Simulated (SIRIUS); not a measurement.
# Zr (Im-3m) in SIRIUS: further runs

The runs below take Zr through equation of state, with WC.

Program: SIRIUS 7.12.0. These are calculated values, not measurements. Logs are shortened: lines on timing, memory, paths and dates and some standing lists are left out, and cuts for length are marked. The log counts tension as positive stress, the text compression.

## (1) Starting point

The structure is cubic, space group Im-3m (No. 229). Conventional cell: a = 3.620 Å, b = 3.620 Å, c = 3.620 Å, α = 90.00°, β = 90.00°, γ = 90.00°. Zr (site symmetry m-3m) has 8 Zr at 3.14 Å as nearest neighbours.

This isn't the form of Zr at room conditions, which is hcp.

## (2) Equation of state, WC, 22.30 Å³/atom (volume scaled by 0.94)

The input, sirius.json:

```json
{
  "control": {
    "processing_unit": "cpu",
    "std_evp_solver_name": "lapack",
    "gen_evp_solver_name": "lapack",
    "verbosity": 2,
    "print_forces": false,
    "ortho_rf": true,
    "use_second_variation": true,
    "rmt_max": 3.0,
    "num_bands_to_print": 14,
    "save_wf": true
  },
  "parameters": {
    "electronic_structure_method": "full_potential_lapwlo",
    "xc_functionals": ["XC_GGA_X_WC", "XC_GGA_C_PBE"],
    "core_relativity": "dirac",
    "valence_relativity": "iora",
    "num_fv_states": 14,
    "smearing": "fermi_dirac",
    "smearing_width": 0.0018374661,
    "pw_cutoff": 20,
    "gk_cutoff": 3.46,
    "lmax_apw": 10,
    "lmax_rho": 8,
    "lmax_pot": 8,
    "num_mag_dims": 0,
    "auto_rmt": 0,
    "ngridk": [10, 10, 10],
    "shiftk": [0, 0, 0],
    "num_dft_iter": 80,
    "energy_tol": 1e-07,
    "density_tol": 1e-05,
    "use_symmetry": true
  },
  "settings": {"tol_ne": 1e-10},
  "iterative_solver": {"type": "exact"},
  "mixer": {"type": "anderson", "beta": 0.5, "max_history": 8},
  "unit_cell": {
    "lattice_vectors": [
      [-3.3505805244, 3.3505805244, 3.3505805244],
      [3.3505805244, -3.3505805244, 3.3505805244],
      [3.3505805244, 3.3505805244, -3.3505805244]
    ],
    "atom_types": ["Zr"],
    "atom_files": {"Zr": "Zr.json"},
    "atoms": {"Zr": [[0.0, 0.0, 0.0]]}
  }
}
```

The input, Zr.json:

```json
{
  "name": "zirconium",
  "symbol": "Zr",
  "number": 40,
  "mass": 91.224,
  "rmin": 1e-06,
  "rmt": 2.54,
  "nrmt": 800,
  "rinf": 17.42,
  "core": "1s2s2p3s3p3d",
  "valence": [
    {"basis": [{"enu": 0.13, "dme": 0, "n": 0, "auto": 0}, {"enu": 0.13, "dme": 1, "n": 0, "auto": 0}]},
    {"l": 0, "n": 1, "basis": [{"enu": 0.23, "dme": 0, "n": 0, "auto": 0}]},
    {"l": 1, "n": 2, "basis": [{"enu": 0.23, "dme": 0, "n": 0, "auto": 0}]},
    {"l": 2, "n": 3, "basis": [{"enu": 0.23, "dme": 0, "n": 0, "auto": 0}]},
    {"l": 3, "n": 4, "basis": [{"enu": 0.23, "dme": 0, "n": 0, "auto": 0}]}
  ],
  "lo": [
    {"l": 0, "basis": [{"enu": 0.23, "dme": 0, "n": 0, "auto": 0}, {"enu": 0.23, "dme": 1, "n": 0, "auto": 0}]},
    {
      "l": 0,
      "basis": [{"enu": -1.6312, "dme": 0, "n": 4, "auto": 1}, {"enu": -1.6312, "dme": 1, "n": 4, "auto": 1}]
    },
    {
      "l": 0,
      "basis": [{"enu": -1.6312, "dme": 1, "n": 4, "auto": 1}, {"enu": 0.23, "dme": 0, "n": 0, "auto": 0}]
    },
    {"l": 0, "basis": [{"enu": 0.23, "dme": 0, "n": 0, "auto": 0}, {"enu": 2.71, "dme": 0, "n": 0, "auto": 0}]},
    {"l": 1, "basis": [{"enu": 0.23, "dme": 0, "n": 0, "auto": 0}, {"enu": 0.23, "dme": 1, "n": 0, "auto": 0}]},
    {
      "l": 1,
      "basis": [{"enu": -0.8259, "dme": 0, "n": 4, "auto": 1}, {"enu": -0.8259, "dme": 1, "n": 4, "auto": 1}]
    },
    {
      "l": 1,
      "basis": [{"enu": -0.8259, "dme": 1, "n": 4, "auto": 1}, {"enu": 0.23, "dme": 0, "n": 0, "auto": 0}]
    },
    {"l": 1, "basis": [{"enu": 0.23, "dme": 0, "n": 0, "auto": 0}, {"enu": 3.082, "dme": 0, "n": 0, "auto": 0}]},
    {"l": 2, "basis": [{"enu": 0.23, "dme": 0, "n": 0, "auto": 0}, {"enu": 0.23, "dme": 1, "n": 0, "auto": 0}]},
    {"l": 2, "basis": [{"enu": 0.23, "dme": 1, "n": 0, "auto": 0}, {"enu": 0.23, "dme": 2, "n": 0, "auto": 0}]},
    {"l": 2, "basis": [{"enu": 0.23, "dme": 0, "n": 0, "auto": 0}, {"enu": 2.648, "dme": 0, "n": 0, "auto": 0}]},
    {"l": 3, "basis": [{"enu": 0.23, "dme": 0, "n": 0, "auto": 0}, {"enu": 0.23, "dme": 1, "n": 0, "auto": 0}]},
    {"l": 3, "basis": [{"enu": 0.23, "dme": 0, "n": 0, "auto": 0}, {"enu": 2.927, "dme": 0, "n": 0, "auto": 0}]}
  ],
  "free_atom": [... radial grid and density of the free atom, the start of the SCF ...]
}
```

The input, sirius_start.json:

```json
{
  "control": {
    "processing_unit": "cpu",
    "std_evp_solver_name": "lapack",
    "gen_evp_solver_name": "lapack",
    "verbosity": 1,
    "print_forces": false,
    "ortho_rf": true,
    "use_second_variation": true,
    "rmt_max": 3.0,
    "num_bands_to_print": 14,
    "save_wf": false
  },
  "parameters": {
    "electronic_structure_method": "full_potential_lapwlo",
    "xc_functionals": ["XC_LDA_X", "XC_LDA_C_PW"],
    "core_relativity": "dirac",
    "valence_relativity": "iora",
    "num_fv_states": 14,
    "smearing": "fermi_dirac",
    "smearing_width": 0.0055123983,
    "pw_cutoff": 20,
    "gk_cutoff": 2.77,
    "lmax_apw": 10,
    "lmax_rho": 8,
    "lmax_pot": 8,
    "num_mag_dims": 0,
    "auto_rmt": 0,
    "ngridk": [4, 4, 4],
    "shiftk": [0, 0, 0],
    "num_dft_iter": 30,
    "energy_tol": 0.01,
    "density_tol": 0.05,
    "use_symmetry": true
  },
  "settings": {"tol_ne": 1e-10},
  "iterative_solver": {"type": "exact"},
  "mixer": {"type": "anderson", "beta": 0.5, "max_history": 8},
  "unit_cell": {
    "lattice_vectors": [
      [-3.3505805244, 3.3505805244, 3.3505805244],
      [3.3505805244, -3.3505805244, 3.3505805244],
      [3.3505805244, 3.3505805244, -3.3505805244]
    ],
    "atom_types": ["Zr"],
    "atom_files": {"Zr": "Zr.json"},
    "atoms": {"Zr": [[0.0, 0.0, 0.0]]}
  }
}
```

Potentials or basis: all-electron FP-LAPW, apw+lo standard.

The run is started by

```sh
$ OMP_NUM_THREADS=1 sirius.scf --input=sirius_start.json --output=start.json
$ OMP_NUM_THREADS=1 sirius.scf --input=sirius.json --output=output.json --task=1
```

The program printed:

```text
[info] SIRIUS version : 7.12.0
[info] number of MPI ranks           : 1
[info] MPI grid                      : 1 1
[info] maximum number of OMP threads : 1
[fft] FFT context for density and potential
[fft] =====================================
[fft]   plane wave cutoff                     : 20
[fft]   grid size                             : 40 40 40   total : 64000
[fft]   grid limits                           : -19 20   -19 20   -19 20
[fft]   number of G-vectors within the cutoff : 20377
[fft]   number of G-shells                    : 543
[fft] FFT context for coarse grid
[fft] =====================================
[fft]   plane wave cutoff                     : 6.92
[fft]   grid size                             : 15 15 15   total : 3375
[fft]   grid limits                           : -7 7   -7 7   -7 7
[fft]   number of G-vectors within the cutoff : 887
[fft]   number of G-shells                    : 36
[unit cell] lattice vectors
[unit cell]   a1 :      -3.3505805244      3.3505805244      3.3505805244
[unit cell]   a2 :       3.3505805244     -3.3505805244      3.3505805244
[unit cell]   a3 :       3.3505805244      3.3505805244     -3.3505805244
[unit cell] reciprocal lattice vectors
[unit cell]   b1 :       0.0000000000      0.9376263697      0.9376263697
[unit cell]   b2 :       0.9376263697      0.0000000000      0.9376263697
[unit cell]   b3 :       0.9376263697      0.9376263697      0.0000000000
[unit cell] unit cell volume :       150.45969277 [a.u.^3]
[unit cell] 1/sqrt(omega)    :         0.08152483
[unit cell] MT volume        :        68.64197317 (45.62%)
[unit cell] IT volume        :        81.81771960 (54.38%)
[unit cell] number of atom types : 1
[unit cell] type id : 0 symbol : Zr mt_radius :   2.540000 num_atoms : 1
[unit cell] total number of atoms : 1
[unit cell] number of symmetry classes : 1
[unit cell] atom id  type id  class id             position                      vector_field
[unit cell] ------------------------------------------------------------------------------------------
[unit cell]      0        0        0      0.00000   0.00000   0.00000      0.00000   0.00000   0.00000
[unit cell] atom id         position (Cartesian, a.u.)
[unit cell] ---------------------------------------------
[unit cell]      0       0.000000    0.000000    0.000000
[unit cell] class id : 0 atom id : 0
[unit cell] minimum bond length:     5.803376
[sym] space group number   : 229
[sym] international symbol : Im-3m
[sym] Hall symbol          : -I 4 2 3
[sym] space group transformation matrix :
[sym]  -0.5000  0.5000  0.5000
[sym]   0.5000 -0.5000  0.5000
[sym]   0.5000  0.5000 -0.5000
[sym] space group origin shift :
[sym]   0.0000  0.0000  0.0000
[sym] number of space group operations  : 48
[sym] number of magnetic group operations : 48
[sym] metric tensor error: 0.0000e+00
[sym] rotation matrix error: 3.3307e-16
[sym]
[sym] symmetry operations
[sym]
[sym] isym : 0
[... 248 lines left out ...]
[find] Total energy                   :   -3598.63515866 (Ha),   -7197.27031732 (Ry)
[find] Free energy (E-TS)             :   -3598.63565412 (Ha),   -7197.27130824 (Ry)
[find] band gap (eV)                  :       0.00000000
[find] Efermi                         :       0.31548575
[find] iteration : 0, RMS (target) : 2.0388e-01 (1.0000e-05) , energy difference (target) : -3.5986e+03 (1.0000e-07)
[find] +------------------------------+
[find] | SCF iteration   1 out of  80|
[find] +------------------------------+
[generate_radial_functions] Linearization energies
[generate_radial_functions] Atom : Zr, class id : 0
[generate_radial_functions] augmented waves
[generate_radial_functions] local orbitals
[generate_radial_functions] {l: 0, n: 4, enu: -1.44313, dme: 0, auto: 1}
[generate_radial_functions] {l: 0, n: 4, enu: -1.44313, dme: 1, auto: 1}
[generate_radial_functions] {l: 0, n: 4, enu: -1.44313, dme: 1, auto: 1}
[generate_radial_functions] {l: 1, n: 4, enu: -0.627298, dme: 0, auto: 1}
[generate_radial_functions] {l: 1, n: 4, enu: -0.627298, dme: 1, auto: 1}
[generate_radial_functions] {l: 1, n: 4, enu: -0.627298, dme: 1, auto: 1}
[diagonalize] Lowest band energies
[diagonalize] ik:    0   -1.450770   -0.622231   -0.622231   -0.622231    0.125313    0.366978    0.366978    0.366978    0.462838    0.462838    0.785051    0.785051    0.785051    1.139198
[diagonalize] ik:    1   -1.450140   -0.626457   -0.623509   -0.622266    0.138302    0.358391    0.363555    0.379723    0.450756    0.462746    0.795994    0.808349    0.816279    1.052215
[diagonalize] ik:    2   -1.448480   -0.637166   -0.626804   -0.622358    0.172043    0.338528    0.348788    0.416635    0.442139    0.464706    0.805681    0.858805    0.871741    0.990123
[diagonalize] ik:    3   -1.446406   -0.649817   -0.630807   -0.622482    0.207384    0.317657    0.340292    0.451906    0.471893    0.472864    0.768358    0.817913    0.962327    1.006660
[diagonalize] ik:    4   -1.444709   -0.659635   -0.633971   -0.622586    0.218963    0.302925    0.366840    0.462658    0.482914    0.536120    0.719502    0.752199    0.900369    1.031046
[diagonalize] ...
[diagonalize] ik:   42   -1.440980   -0.654904   -0.645218   -0.641124    0.250147    0.263939    0.409506    0.419629    0.552356    0.597932    0.679913    0.736828    0.922050    0.960971
[diagonalize] ik:   43   -1.440614   -0.652589   -0.648717   -0.642172    0.248437    0.252383    0.408462    0.473000    0.518755    0.609467    0.689197    0.708369    0.936552    0.979259
[diagonalize] ik:   44   -1.440267   -0.650384   -0.647541   -0.647541    0.240147    0.244360    0.468675    0.468675    0.518683    0.555986    0.712476    0.712476    0.909651    0.999035
[diagonalize] ik:   45   -1.439792   -0.651586   -0.648915   -0.647802    0.233396    0.235529    0.484165    0.487132    0.546022    0.607527    0.646208    0.666615    0.930548    0.994494
[diagonalize] ik:   46   -1.439337   -0.650313   -0.650313   -0.650313    0.225637    0.225637    0.543597    0.543597    0.543597    0.608811    0.608811    0.608811    0.896146    1.015162
[generate_core_charge_density] atom class : 0
[generate_core_charge_density]   n,l,k : 1 0 1  energy :        -654.12245485
[generate_core_charge_density]   n,l,k : 2 0 1  energy :         -90.13497596
[generate_core_charge_density]   n,l,k : 2 1 1  energy :         -82.48595352
[generate_core_charge_density]   n,l,k : 2 1 2  energy :         -79.32988397
[generate_core_charge_density]   n,l,k : 3 0 1  energy :         -14.29570590
[generate_core_charge_density]   n,l,k : 3 1 1  energy :         -11.44662435
[generate_core_charge_density]   n,l,k : 3 1 2  energy :         -10.94403508
[generate_core_charge_density]   n,l,k : 3 2 2  energy :          -5.91287585
[generate_core_charge_density]   n,l,k : 3 2 3  energy :          -5.82107603
[find] Total energy                   :   -3598.63514913 (Ha),   -7197.27029826 (Ry)
[find] iteration : 1, RMS (target) : 9.8232e-02 (1.0000e-05) , energy difference (target) : 9.5318e-06 (1.0000e-07)
[find] Total energy                   :   -3598.63514181 (Ha),   -7197.27028363 (Ry)
[find] iteration : 2, RMS (target) : 3.2591e-03 (1.0000e-05) , energy difference (target) : 7.3134e-06 (1.0000e-07)
[find] Total energy                   :   -3598.63514231 (Ha),   -7197.27028462 (Ry)
[find] iteration : 3, RMS (target) : 7.2751e-04 (1.0000e-05) , energy difference (target) : -4.9407e-07 (1.0000e-07)
[find] Total energy                   :   -3598.63514253 (Ha),   -7197.27028505 (Ry)
[find] iteration : 4, RMS (target) : 4.1306e-05 (1.0000e-05) , energy difference (target) : -2.1683e-07 (1.0000e-07)
[... 10 lines left out ...]
[find] valence_eval_sum               :      -5.52333832
[find] core_eval_sum                  :   -2124.31371478
[find] kinetic energy                 :    3718.28744806
[find] enuc                           :   -4353.51174661
[find] <rho|V^{XC}>                   :    -148.85172407
[find] <rho|E^{XC}>                   :    -113.77450418
[find] <mag|B^{XC}>                   :       0.00000000
[find] <rho|V^{H}>                    :   -5699.27277709
[find] smearing (-TS)                 :      -0.00050272
[find] SCF correction                 :       0.00004876
[find] Total energy                   :   -3598.63514251 (Ha),   -7197.27028503 (Ry)
[find] Free energy (E-TS)             :   -3598.63564524 (Ha),   -7197.27129047 (Ry)
[find] band gap (eV)                  :       0.00000000
[find] Efermi                         :       0.33682556
[find] iteration : 5, RMS (target) : 5.7157e-06 (1.0000e-05) , energy difference (target) : 1.0832e-08 (1.0000e-07)
[find] converged after 6 SCF iterations!
[find] Charges and magnetic moments
[find] --------------------------------------------------------------------------------
[find] atom      charge    core leakage
[find] --------------------------------------------------------------------------------
[find]    0   37.899118    4.439333e-06
[find] total core leakage    : 4.43933305e-06
[find] interstitial charge   : 2.100875
[find] total charge          : 39.999994
[find] Energy
[find] --------------------------------------------------------------------------------
[find] valence_eval_sum               :      -5.52333832
[find] core_eval_sum                  :   -2124.31371478
[find] kinetic energy                 :    3718.28744806
[find] enuc                           :   -4353.51174661
[find] <rho|V^{XC}>                   :    -148.85172407
[find] <rho|E^{XC}>                   :    -113.77450418
[find] <mag|B^{XC}>                   :       0.00000000
[find] <rho|V^{H}>                    :   -5699.27277709
[find] smearing (-TS)                 :      -0.00050272
[find] SCF correction                 :       0.00004876
[find] Total energy                   :   -3598.63514251 (Ha),   -7197.27028503 (Ry)
[find] Free energy (E-TS)             :   -3598.63564524 (Ha),   -7197.27129047 (Ry)
[find] band gap (eV)                  :       0.00000000
[find] Efermi                         :       0.33682556
```

Wall time 21 s (1 thread of Arm Neoverse V1, shared host); peak memory 0.3 GiB.

Results:

```
Free energy                                       : -97923.8645 eV
Band gap on the k mesh                            : none (metal or under the smearing width)
All electrons inside the program's atomic spheres : Zr 37.90 (radii Zr 2.54 bohr)
```

## (3) Equation of state, WC, 22.77 Å³/atom (volume scaled by 0.96)

sirius.json, as its differences from that of step 2:

```diff
@@ -40,5 +40,5 @@
     "lattice_vectors": [
-      [-3.3505805244, 3.3505805244, 3.3505805244],
-      [3.3505805244, -3.3505805244, 3.3505805244],
-      [3.3505805244, 3.3505805244, -3.3505805244]
+      [-3.3741769392, 3.3741769392, 3.3741769392],
+      [3.3741769392, -3.3741769392, 3.3741769392],
+      [3.3741769392, 3.3741769392, -3.3741769392]
     ],
```

The input, Zr.json:

```json
{
  "name": "zirconium",
  "symbol": "Zr",
  "number": 40,
  "mass": 91.224,
  "rmin": 1e-06,
  "rmt": 2.54,
  "nrmt": 800,
  "rinf": 17.42,
  "core": "1s2s2p3s3p3d",
  "valence": [
    {"basis": [{"enu": 0.12, "dme": 0, "n": 0, "auto": 0}, {"enu": 0.12, "dme": 1, "n": 0, "auto": 0}]},
    {"l": 0, "n": 1, "basis": [{"enu": 0.22, "dme": 0, "n": 0, "auto": 0}]},
    {"l": 1, "n": 2, "basis": [{"enu": 0.22, "dme": 0, "n": 0, "auto": 0}]},
    {"l": 2, "n": 3, "basis": [{"enu": 0.22, "dme": 0, "n": 0, "auto": 0}]},
    {"l": 3, "n": 4, "basis": [{"enu": 0.22, "dme": 0, "n": 0, "auto": 0}]}
  ],
  "lo": [
    {"l": 0, "basis": [{"enu": 0.22, "dme": 0, "n": 0, "auto": 0}, {"enu": 0.22, "dme": 1, "n": 0, "auto": 0}]},
    {
      "l": 0,
      "basis": [{"enu": -1.6412, "dme": 0, "n": 4, "auto": 1}, {"enu": -1.6412, "dme": 1, "n": 4, "auto": 1}]
    },
    {
      "l": 0,
      "basis": [{"enu": -1.6412, "dme": 1, "n": 4, "auto": 1}, {"enu": 0.22, "dme": 0, "n": 0, "auto": 0}]
    },
    {"l": 0, "basis": [{"enu": 0.22, "dme": 0, "n": 0, "auto": 0}, {"enu": 2.7, "dme": 0, "n": 0, "auto": 0}]},
    {"l": 1, "basis": [{"enu": 0.22, "dme": 0, "n": 0, "auto": 0}, {"enu": 0.22, "dme": 1, "n": 0, "auto": 0}]},
    {
      "l": 1,
      "basis": [{"enu": -0.8359, "dme": 0, "n": 4, "auto": 1}, {"enu": -0.8359, "dme": 1, "n": 4, "auto": 1}]
    },
    {
      "l": 1,
      "basis": [{"enu": -0.8359, "dme": 1, "n": 4, "auto": 1}, {"enu": 0.22, "dme": 0, "n": 0, "auto": 0}]
    },
    {"l": 1, "basis": [{"enu": 0.22, "dme": 0, "n": 0, "auto": 0}, {"enu": 3.072, "dme": 0, "n": 0, "auto": 0}]},
    {"l": 2, "basis": [{"enu": 0.22, "dme": 0, "n": 0, "auto": 0}, {"enu": 0.22, "dme": 1, "n": 0, "auto": 0}]},
    {"l": 2, "basis": [{"enu": 0.22, "dme": 1, "n": 0, "auto": 0}, {"enu": 0.22, "dme": 2, "n": 0, "auto": 0}]},
    {"l": 2, "basis": [{"enu": 0.22, "dme": 0, "n": 0, "auto": 0}, {"enu": 2.638, "dme": 0, "n": 0, "auto": 0}]},
    {"l": 3, "basis": [{"enu": 0.22, "dme": 0, "n": 0, "auto": 0}, {"enu": 0.22, "dme": 1, "n": 0, "auto": 0}]},
    {"l": 3, "basis": [{"enu": 0.22, "dme": 0, "n": 0, "auto": 0}, {"enu": 2.917, "dme": 0, "n": 0, "auto": 0}]}
  ],
  "free_atom": [... radial grid and density of the free atom, the start of the SCF ...]
}
```

sirius_start.json, as its differences from that of step 2:

```diff
@@ -40,5 +40,5 @@
     "lattice_vectors": [
-      [-3.3505805244, 3.3505805244, 3.3505805244],
-      [3.3505805244, -3.3505805244, 3.3505805244],
-      [3.3505805244, 3.3505805244, -3.3505805244]
+      [-3.3741769392, 3.3741769392, 3.3741769392],
+      [3.3741769392, -3.3741769392, 3.3741769392],
+      [3.3741769392, 3.3741769392, -3.3741769392]
     ],
```

Potentials or basis: all-electron FP-LAPW, apw+lo standard.

The run is started by

```sh
$ OMP_NUM_THREADS=1 sirius.scf --input=sirius_start.json --output=start.json
$ OMP_NUM_THREADS=1 sirius.scf --input=sirius.json --output=output.json --task=1
```

Wall time 21 s (1 thread of Arm Neoverse V1, shared host); peak memory 0.3 GiB.

It converged, with:

* Free energy: -97923.8558 eV
* Band gap on the k mesh: none (metal or under the smearing width)
* All electrons inside the program's atomic spheres: Zr 37.87 (radii Zr 2.54 bohr)

(Part 1 of 2 ends here.)
